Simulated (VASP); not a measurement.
A run of VASP 6.6.1:

The input INCAR:

```
PREC = Accurate
ENCUT = 520
EDIFF = 1E-8
ISMEAR = 0
SIGMA = 0.01
LREAL = Auto
LASPH = True
NELM = 60
ALGO = Normal
ISIF = 2
LWAVE = False
LCHARG = False
GGA = PE
LEFG = True
NBANDS = 46
```

The input KPOINTS:

```
regular mesh
0
Gamma
  4 4 4
```

The input POSCAR:

```
NaH
1.0
    0.0000000000      4.8800000000      4.8800000000
    4.8800000000      0.0000000000      4.8800000000
    4.8800000000      4.8800000000      0.0000000000
Na H
8 8
Direct
    0.0000000000      0.0000000000      0.0000000000
    0.0000000000      0.0000000000      0.5000000000
    0.0000000000      0.5000000000      0.0000000000
    0.0000000000      0.5000000000      0.5000000000
    0.5000000000      0.0000000000      0.0000000000
    0.5000000000      0.0000000000      0.5000000000
    0.5000000000      0.5000000000      0.0000000000
    0.5000000000      0.5000000000      0.5000000000
    0.2500000000      0.2500000000      0.2500000000
    0.2500000000      0.2500000000      0.7500000000
    0.2500000000      0.7500000000      0.2500000000
    0.2500000000      0.7500000000      0.7500000000
    0.7500000000      0.2500000000      0.2500000000
    0.7500000000      0.2500000000      0.7500000000
    0.7500000000      0.7500000000      0.2500000000
    0.7500000000      0.7500000000      0.7500000000
```

Potentials or basis: VASP PAW PBE potentials, release 64 (Na_pv, H).

Run with:

```sh
$ cat potpaw_PBE.64/Na_pv/POTCAR potpaw_PBE.64/H/POTCAR > POTCAR
$ mpirun -np 1 vasp_std > vasp.out
```

Hardware: 1 thread of Intel(R) Xeon(R) Platinum 8488C (Sapphire Rapids) (shared host).

Problem. Estimate the wall time of this run.

Solution. Wall time 2.5 min on 1 thread of Intel(R) Xeon(R) Platinum 8488C (Sapphire Rapids), on a shared host, peak memory 0.38 GiB. Counts: scf iterations 15, k points 8.
